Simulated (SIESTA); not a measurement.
The system is GaN.

```
Ga N
1.0
     3.18000    0.00000    0.00000
    -1.59000    2.75396    0.00000
     0.00000    0.00000    5.16600
Ga N
2 2
Cartesian
  1.5900 0.9180 2.5830
  0.0000 1.8360 0.0000
  1.5900 0.9180 4.5203
  0.0000 1.8360 1.9373
```

Base run:

```yaml
Program: SIESTA 5.4.2
Functional: PBE
Potentials_or_basis: PseudoDojo 0.4 standard (PBE files)
Basis: DZP (energy shift 0.003 Ry; two zetas on semicore shells)
Grid_cutoff: 800 Ry
Energy_shift: 0.003 Ry
k_mesh: 10 × 10 × 5
Occupations: fermi-dirac, width 0.05 eV
Spin: no spin polarisation
```

Its results: band gap on the k mesh 2.06 eV, direct; pressure 10.0 GPa; largest force 0.128 eV/Å.

**Question.** After a change of settings the same cell gave: band gap on the k mesh 2.10 eV, direct; pressure -1.9 GPa; largest force 0.120 eV/Å. Which change was it?
A. functional from PBE to BLYP
B. functional from PBE to WC; potentials or basis from PseudoDojo 0.4 standard (PBE files) to PseudoDojo 0.4 standard (PBEsol files)
C. functional from PBE to AM05; potentials or basis from PseudoDojo 0.4 standard (PBE files) to PseudoDojo 0.4 standard (PBEsol files)
D. functional from PBE to LDA; potentials or basis from PseudoDojo 0.4 standard (PBE files) to PseudoDojo 0.4 standard (LDA files)

**Answer.** D.

Caveats: the basis of atomic orbitals isn't converged, which shifts pressures, moduli and gaps.
